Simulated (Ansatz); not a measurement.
## Si, space group P6/mmm: a calculation of the elastic constants

Program: Ansatz's Python interface.

`elastic.py`:
```python
"""Stiffness tensor and moduli of Si."""

import ansatz as az
import numpy as np

crystal = (
    az.Lattice.of((2.527, 0.0, 0.0), (-1.2635, 2.188446, 0.0), (0.0, 0.0, 2.373))
    .atom("Si", (0.0, 0.0, 0.0))
)

setup = (
    crystal.calculation()
    .functional("pbe")
    .basis(16 * az.Ha)
    .occupations(az.OccupationsMethod.FERMI_DIRAC, width=0.1)  # the run then minimises F = E - TS
    .kpoints(20, 20, 18)  # sampling of the Brillouin zone
)
done = setup.elastic("relaxed_ion", amplitude=0.003).run()
elastic = done.elastic

print(np.array2string(np.round(elastic.c_gpa, 1) + 0.0, suppress_small=True))
print("Voigt stress of the unstrained cell (GPa, tension positive):", np.round(elastic.sigma0_gpa, 3) + 0.0)
print("smallest eigenvalue of C:", round(elastic.stability.min_eigenvalue_gpa, 1), "GPa; tensor positive definite:", elastic.stability.min_eigenvalue_gpa > 0)
# averaged moduli need a positive definite tensor
if elastic.stability.min_eigenvalue_gpa > 0:
    m = elastic.moduli
    anisotropy = 5 * m.g_voigt_gpa / m.g_reuss_gpa + m.k_voigt_gpa / m.k_reuss_gpa - 6
    print(f"Voigt K {m.k_voigt_gpa:.1f} G {m.g_voigt_gpa:.1f}; Reuss K {m.k_reuss_gpa:.1f} G {m.g_reuss_gpa:.1f}; universal anisotropy index {anisotropy:.3f}")
    S = np.linalg.inv(elastic.c_gpa)
    print("Young modulus along x, y, z (GPa):", np.round(1 / np.diag(S)[:3], 1))
    print("linear compressibility along x, y, z (1/TPa):", np.round(1000 * S[:3, :3].sum(axis=1), 2))
```

Output of `python elastic.py`:
```text
[[322.4 144.6  82.5   0.    0.    0. ]
 [144.6 322.4  82.5   0.    0.    0. ]
 [ 84.1  84.1 484.5   0.    0.    0. ]
 [  0.    0.    0.   88.1   0.    0. ]
 [  0.    0.    0.    0.   88.1   0. ]
 [  0.    0.    0.    0.    0.   88.9]]
Voigt stress of the unstrained cell (GPa, tension positive): [-20.196 -20.196 -21.814   0.      0.      0.   ]
smallest eigenvalue of C: 88.1 GPa; tensor positive definite: True
Voigt K 194.6 G 107.5; Reuss K 192.6 G 98.6; universal anisotropy index 0.464
Young modulus along x, y, z (GPa): [252.9 252.9 454.8]
linear compressibility along x, y, z (1/TPa): [1.89 1.89 1.41]
```

Reading the output:
- Absolute energies stand on the zero of these potentials, so only differences at equal settings mean something. A total without «per atom» is that of the cell as typed.
- The cell isn't relaxed first, so the values belong to this volume.
- A positive definite tensor excludes instabilities under uniform strain alone; phonons elsewhere in the zone can still be imaginary.
- The cell stands under an uneven stress, so these stress-strain coefficients aren't symmetric, and eigenvalues smaller than that stress decide nothing.
- At these settings the cell as given stands under about 21 GPa, so it isn't at this functional's equilibrium volume and may be a high-pressure phase.
- This isn't the structure that Si takes at ambient conditions.
- Shear constants of a metal converge slowly with the k-point mesh and can be wrong in sign on a coarse one; the constants belong to the cell that was strained.
- Hardware and time: 95 s on 1 thread of Intel(R) Xeon(R) Processor @ 2.30GHz, with other jobs on the host, peak memory 0.71 GiB.

(A comment or docstring line of the script was reworded after the run, the code is as it ran.)
